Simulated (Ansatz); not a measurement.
# PbSe: the cost of one run

Method: DFT PBEsol, scalar-relativistic, plane waves, PAW, in Ansatz 0.2.0.

1 further run of the same task is left out (set aside as unsound or not needed).

## (1) The structure to begin with

It takes space group P-6m2 (No. 187, hexagonal). Conventional cell: a = 3.529 Å, b = 3.529 Å, c = 3.600 Å, α = 90.00°, β = 90.00°, γ = 120.00°. Around Zr (site symmetry -6m2) lie 6 Se at 2.72 Å. Se (site symmetry -6m2) has 6 Zr at 2.72 Å as nearest neighbours.

Structure file:

```xyz
2
Lattice="3.5289 0.0000 0.0000 -1.7645 3.0561 0.0000 0.0000 0.0000 3.6004" Properties=species:S:1:pos:R:3 pbc="T T T"
Zr    0.0000    2.0374    0.0000
Se    1.7645    1.0187    1.8002
```

It goes back to an entry of the Materials Project, which need not be the stable form.

This cell was relaxed beforehand with the same method: volume 19.42 Å³/atom, gap on the mesh none (metal).

## (2) The substitution Zr → Pb

The start of PbSe: fractional positions of relaxed ZrSe, cell scaled by 0.932, a guess from tabulated radii.

## (3) A first look at the start (PbSe)

File input.yaml:

```yaml
crystal:
  lattice:
    - [3.2895536407, 0.0, 0.0]
    - [-1.6447768203, 2.8488370199, 0.0]
    - [0.0, 0.0, 3.3561919578]
  atoms:
    - { symbol: Pb, position: [0.3333333333, 0.6666666667, 0.0] }
    - { symbol: Se, position: [0.6666666667, 0.3333333333, 0.5] }
basis:
  ecutwfc: 420
kpoints:
  mp_grid: { grid: [6, 6, 6] }
hamiltonian:
  xc: pbesol
scf:
  occupations: { method: gaussian, width: 0.1 }
output:
  forces: true
  stress: true
  eigenvalues: true
```

Command:

```
> ansatz run input.yaml --threads 1 --pin off --max-ram 1331MiB --backend cpu --events-out ev --progress --plain --runs-dir out
```

What time and memory should one allow on 1 thread of an Arm CPU, shared host?

About 3.5 s, with a peak of 0.35 GiB.
